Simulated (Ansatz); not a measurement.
**SnO: properties at the relaxed cell**

An exercise on one series of results from a longer session: the logs are not shown, and one member is left open.

Computed with Ansatz 0.2.0 (DFT PBE+D3(BJ), scalar-relativistic, plane waves, PAW, unless a step's input says otherwise).

1 further run of the same task is left out (set aside as unsound or not needed).

## The structure to begin with

Symmetry: Pmn2_1, No. 31, orthorhombic system. The conventional cell has a = 3.346 Å, b = 5.712 Å, c = 3.921 Å, α = 90.00°, β = 90.00°, γ = 90.00°. Around Sn (site symmetry m) lie 3 O at 2.15 to 2.16 Å. O (site symmetry m) is surrounded by 3 Sn at 2.15 to 2.16 Å.

Structure file:

```
CELL_PARAMETERS angstrom
3.34567 0.00000 0.00000
0.00000 5.71186 0.00000
0.00000 0.00000 3.92136
ATOMIC_POSITIONS crystal
Sn 0.00000 0.23474 0.52694
Sn 0.50000 0.76526 0.02694
O 0.00000 0.88336 0.72306
O 0.50000 0.11664 0.22306
```

It goes back to an entry of the Materials Project, which need not be the stable form.

It is the result of an earlier relaxation at this level (volume 18.73 Å³/atom; gap on the mesh: 1.31 eV).

Set-up of the first run:

The input, input.yaml:

```yaml
crystal:
  lattice:
    - [3.3118716641, 0.0, 0.0]
    - [0.0, 5.6541556554, 0.0]
    - [0.0, 0.0, 3.8817487267]
  atoms:
    - { symbol: Sn, position: [0.0, 0.2347370267, 0.5269398131] }
    - { symbol: Sn, position: [0.5, 0.7652629733, 0.0269398131] }
    - { symbol: O, position: [0.0, 0.8833579731, 0.7230611869] }
    - { symbol: O, position: [0.5, 0.1166420269, 0.2230611869] }
basis:
  ecutwfc: 420
kpoints:
  mp_grid: { grid: [8, 6, 6] }
hamiltonian:
  xc: pbe
  dispersion: d3bj
scf:
  occupations: { method: gaussian, width: 0.02 }
output:
  forces: true
  stress: true
  eigenvalues: true
relax:
  adjacent_minimum: "off"
  f_tol: 0.01
  max_steps: 30
  cell: { stress_tol: 0.1, fix: [volume] }
```

Among the steps run: The cell scaled to 0.97 of its volume; Volume × 1.03; Volume × 0.94; Volume × 1.06; The cell scaled to 0.91 of its volume; Volume × 1.10; The cell scaled to 0.88 of its volume.

One of the session's tables, all rows but one given; the rest of the session is left out.

It belongs to the step «Energy against volume». 

```
volume (Å³/atom)  energy above the lowest point (meV/atom)  pressure (GPa)  gap on the mesh (eV)
          16.486                                      20.7            3.65                  1.00
          17.048                                      10.3            2.32                  1.08
          17.610                                         ?               ?                     ?
          18.172                                       0.9            0.59                  1.23
          18.734                                       0.0            0.00                  1.31
          19.296                                       0.8           -0.44                  1.41
          19.858                                       2.8           -0.74                  1.47
          20.608                                       6.5           -0.99                  1.54
```

**Question.** Estimate the row for volume (Å³/atom) = 17.610.

Worked estimate for «energy above the lowest point (meV/atom)». A straight line through the neighbours (17.048, 10.3) and (18.172, 0.9) gives 10.3 + (0.9 − 10.3) × (17.610 − 17.048) / (18.172 − 17.048) = 5.6; a parabola fitted to 4 rows on both sides gives 4.0.

As computed: energy above the lowest point (meV/atom): 4.1; pressure (GPa): 1.36; gap on the mesh (eV): 1.15. In «energy above the lowest point (meV/atom)» the line misses by +1.5 and the parabola by -0.1.
